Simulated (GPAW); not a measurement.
Input of a GPAW 26.7.0 run:

The input run.py:

```python
import numpy as np
from ase import Atoms
from ase.dft.bandgap import bandgap
from ase.io import write
from gpaw import GPAW, PW, setup_paths
from gpaw.response.df import DielectricFunction

setup_paths.insert(0, '.')

atoms = Atoms(['Ge', 'Ge'],
              cell=[[0.0, 2.82891, 2.82891],
                    [2.82891, 0.0, 2.82891],
                    [2.82891, 2.82891, 0.0]],
              scaled_positions=[[0.75, 0.75, 0.75],
                                [0.5, 0.5, 0.5]],
              pbc=True)

calc = GPAW(mode=PW(450),
            xc='AM05',
            kpts={'size': (7, 7, 7), 'gamma': True},
            occupations={'name': 'fermi-dirac', 'width': 0.001},
            nbands=11,
            convergence={'density': 1e-06},
            maxiter=150,
            txt='gpaw.txt')
atoms.calc = calc
energy = atoms.get_potential_energy()
calc.write('gs.gpw')
write('result.traj', atoms)
print(f'Energy: {energy:.6f} eV')
print('Fermi level:', round(calc.get_fermi_level(), 4), 'eV')
print(f'Gap: {bandgap(calc)[0]:.4f} eV, direct: {bandgap(calc, direct=True)[0]:.4f} eV')

for size in [(21, 21, 21)]:
    name = 'x'.join(str(n) for n in size)
    dense = calc.fixed_density(kpts={'size': size, 'gamma': True},
                               nbands=30, convergence={'bands': 24, 'eigenstates': 1e-7},
                               update_fermi_level=True, txt=f'dense-{name}.txt')
    dense.write(f'{name}.gpw', mode='all')
    df = DielectricFunction(f'{name}.gpw', frequencies=np.array([0.0]), hilbert=False, eta=0.001,
                            ecut=80, nbands=24, intraband=False, txt=f'df-{name}.txt')
    for xc in ['RPA']:
        for direction in ['x', 'y', 'z', [0, 1, 1], [1, 0, 1], [1, 1, 0]]:
            e0, e = df.get_macroscopic_dielectric_constant(xc=xc, direction=direction)
            print(f'{name} {xc} {direction}: {e0:.4f} without, {e:.4f} with local fields')
```

Potentials or basis: PAW data sets generated in the run's folder for this functional, pw.

Launch:

```bash
$ gpaw-setup -f AM05 Ge
$ OMP_NUM_THREADS=1 python run.py
```

Q: Predict the electronic dielectric tensor (diagonal).

A: 234.54.

Q: Predict the band gap on the k mesh.

A: 0.08 eV, direct.

Electronic dielectric tensor:
```
234.54   0.00   0.00
  0.00 234.54   0.00
  0.00   0.00 234.54
```

Caveat: the gap is small at this level, which inflates the dielectric constant; the long-wavelength limit can be off by a per cent or two; an odd mesh through Γ misses points on the zone boundary, where band edges often lie.

The gap isn't set beside the measured one, since this odd mesh misses points on the zone boundary.
